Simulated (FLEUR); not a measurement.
Eu under changes of volume

One of the cells (48.859 Å³/atom); the others are scaled copies at fixed shape and fractional positions:

```
CELL_PARAMETERS angstrom
-2.30300 2.30300 2.30300
2.30300 -2.30300 2.30300
2.30300 2.30300 -2.30300
ATOMIC_POSITIONS crystal
Eu 0.00000 0.00000 0.00000
```

- Program: FLEUR MaX-R8.1 (later development tree)
- Functional: PBEsol
- Potentials or basis: all-electron
- Basis: FLAPW
- Kmax: 4 1/bohr
- k mesh: 8 × 8 × 8
- Occupations: fermi-dirac, width 0.02 eV
- Spin: collinear spin, ferromagnetic start
- Starting moments: [7.0] μB
- Hubbard terms: Eu f U = 6 eV, J = 0.9 eV

| volume (Å³/atom) | energy over the lowest point (meV/atom) | moment (μB per cell) |
| --- | --- | --- |
| 45.927 | 0.00 | 7.24 |
| 46.904 | 3.55 | 7.24 |
| 48.859 | 15.07 | 7.25 |
| 50.813 | ? | ? |
| 51.790 | 40.01 | 7.34 |

Problem. What does the run at 50.813 Å³/atom give?

Solution. Energy over the lowest point 31.02 meV/atom; moment 7.31 μB per cell.

Worked out: A Birch-Murnaghan fit of order 2 (a polynomial in V^(-2/3)) to the other rows has no minimum within the range. It gives 30.77 meV/atom at 50.813 Å³/atom, against the run's 31.02. A parabola through the other rows of the moment, of slope 0.0343 μB per Å³/atom there, gives 7.30 μB, against the run's 7.31.

Energies are extrapolated to zero smearing.
